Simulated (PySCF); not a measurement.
C3H5N2 (charge +1).
SMILES with atom numbers: `[cH:1]1[cH:2][nH+:3][cH:4][nH:5]1` (hydrogens: H6 on C1; H7 on C2; H8 on N3; H9 on C4; H10 on N5)

Structure used (GFN2-xTB), in Å, numbered top down from 1:
```xyz
10
C3H5N2 angstrom
C      0.0865   -1.1501    0.1621
C     -1.0588   -0.4697   -0.1217
N     -0.7185    0.8444   -0.2347
C      0.5867    0.9752   -0.0293
N      1.0891   -0.2296    0.2132
H      0.2462   -2.1968    0.3253
H     -2.0614   -0.8259   -0.2465
H     -1.3625    1.5980   -0.4416
H      1.1400    1.8955   -0.0557
H      2.0615   -0.4363    0.4064
```

Theory: PySCF 2.14.0, density-fitted response routines, TDDFT B3LYP/def2-SVPD, vertical, gas phase, core orbitals frozen in the response.

Transition dipole moments from the ground state, in atomic units and in the frame of the coordinates above (overall signs are arbitrary), for the states with f of 0.002 or more among the lowest 8:

```tsv
state	E (eV)	μx	μy	μz
S1	6.309	0.502	0.835	-0.023
S3	7.548	-0.503	0.299	-0.125
S5	8.867	0.069	-0.053	-0.402
S6	8.953	0.020	-0.015	-0.119
S7	9.061	1.095	-0.651	0.272
S8	9.195	-0.017	0.013	0.100
```

What oscillator strength does each state have?

f = (2/3) ΔE |μ|² with ΔE in hartree (27.2114 eV).

| state | \|μ\|² (au) | \|μ\| (D) | f |
| --- | --- | --- | --- |
| S1 | 0.950 | 2.48 | 0.147 |
| S3 | 0.358 | 1.52 | 0.066 |
| S5 | 0.169 | 1.05 | 0.037 |
| S6 | 0.015 | 0.31 | 0.003 |
| S7 | 1.697 | 3.31 | 0.377 |
| S8 | 0.010 | 0.26 | 0.002 |

What is the point group, and which symmetry does each of these states have?

C2v. Polarised along the twofold axis, so A1: S1. Polarised across the twofold axis, so B1 or B2: S3, S5, S6, S7 and S8. Which of B1 and B2 hangs on the choice of axes; S3 and S7 take one label and S5, S6 and S8 the other.

All atoms lie in one plane. Which transitions are polarised in it and which across it?

In the plane: S1, S3 and S7. Perpendicular: S5, S6 and S8. States polarised in the plane are symmetric under reflection in it, those polarised across it antisymmetric.

Which bond between heavy atoms lies closest to the direction of the S7 transition dipole?

C1–C2, at 0° from it; next C4–N5 and N3–C4 at 36°.

What angle do the transition dipoles of S3 and S7 make?

|cos θ| = |μa·μb| / (|μa| |μb|) = 1.00, so θ ≈ 0° (taken between 0 and 90°, since the signs are arbitrary).

How is the summed strength of these states shared among x, y and z?

(2/3) Σ ΔE μα² gives 0.353 for x, 0.219 for y and 0.060 for z, 0.632 in all.

What peak molar absorption coefficient would the strongest computed level give as a lone Gaussian band 0.5 eV wide at half height?

ε(max) = 2.175×10⁸ f / FWHM, with the width in cm⁻¹. S7: 2.175×10⁸ × 0.3767 / 4033 ≈ 20000 L mol⁻¹ cm⁻¹.

Time: 10 s wall. Hardware: one thread of an x86-64 server, on a shared host.
